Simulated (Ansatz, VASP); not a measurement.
## ZnO: VASP beside Ansatz

```
Zn O
1.0
     3.24940    0.00000    0.00000
    -1.62470    2.81406    0.00000
     0.00000    0.00000    5.20380
Zn O
2 2
Direct
  0.33333 0.66667 0.00048
  0.66667 0.33333 0.50048
  0.33333 0.66667 0.38162
  0.66667 0.33333 0.88162
```

Alike in both runs: functional PBE; k mesh 8 × 8 × 5; no spin polarisation.

Ansatz relaxed the structure, and its values are those at the end. VASP's run is a single point on that final structure, the one shown.

```csv
,VASP,Ansatz
version,VASP 6.6.1,Ansatz 0.2.0
potentials or method,"VASP PAW PBE potentials, release 64 (Zn, O)","scalar-relativistic, plane waves, PAW"
plane-wave cutoff (eV),520,420
occupations,"gaussian, width 0.01 eV",fixed
valence electrons in the cell,36,36
```

|  | VASP | Ansatz | Ansatz less VASP |
| --- | --- | --- | --- |
| gap on the k mesh at the Fermi level (eV) | 0.79 | 0.80 | +0.015 |
| least direct gap on the mesh (eV) | 0.79 | 0.80 | +0.015 |
| pressure (GPa) | 6.0 | 4.9 | -1.06 |
